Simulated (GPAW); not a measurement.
The system is BeTe.

```
Te Be
1.0
     0.00000    2.77000    2.77000
     2.77000    0.00000    2.77000
     2.77000    2.77000    0.00000
Te Be
1 1
Direct
  0.75000 0.75000 0.75000
  0.00000 0.00000 0.00000
```

```yaml
Program: GPAW 26.7.0
Task: relaxation of cell and atoms
Functional: BLYP
Dispersion: D4
Potentials_or_basis: PAW data sets generated in the run's folder for this functional
Cutoff: 800 eV
Basis: pw
k_mesh: 8 × 8 × 8
Occupations: fermi-dirac, width 0.05 eV
Spin: no spin polarisation
```

At the start: pressure 2.1 GPa; volume 21.25 Å³/atom.

Problem. How do energy, volume and symmetry change on relaxing?

Solution. Over 3 steps the energy falls by 4.2 meV/atom and the volume is 21.92 Å³/atom (+3.1 %); space group F-43m (No. 216, to 0.05 Å).

Step by step:
```
step  energy change (eV)  largest force (eV/Å)  pressure (GPa)  volume (Å³)
   1              0.0000                0.0000            2.05        42.51
   2             -0.0029                0.0000            1.65        42.76
   3             -0.0085                0.0000            0.05        43.83
```

Final structure:
```
Te Be
1.0
     0.00000    2.79849    2.79849
     2.79849    0.00000    2.79849
     2.79849    2.79849    0.00000
Te Be
1 1
Cartesian
  4.1977 4.1977 4.1977
  0.0000 0.0000 0.0000
```

Caveat: later steps reuse the first step's grids.
